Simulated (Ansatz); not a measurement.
# What a trial cell of Fe relaxes into

Computed with Ansatz 0.2.0, DFT PBE, scalar-relativistic, plane waves, PAW. Cutoff 420 eV, Γ-centred k mesh, Gaussian smearing, collinear spin, first started from parallel moments.

A relaxed cell is given with its space group left out.

```
CELL_PARAMETERS angstrom
-1.41578 1.41578 1.41578
1.41578 -1.41578 1.41578
1.41578 1.41578 -1.41578
ATOMIC_POSITIONS crystal
Fe 0.00000 0.00000 0.00000
```

Q: What space group does it have?

A: Im-3m (No. 229). Conventional cell: a = 2.832 Å. Fe has 8 Fe at 2.45 Å and 6 Fe at 2.83 Å.

Q: Is it a metal?

A: Yes, bands cross the Fermi level on the 28×28×28 mesh.

Q: What net moment does it keep?

A: 2.17 μB per atom, with site moments up to 2.21 μB.

The final run used a 28×28×28 mesh on its 1-atom cell and 0.10 eV smearing. The cell came from a trial start, so Fe may not exist in this structure.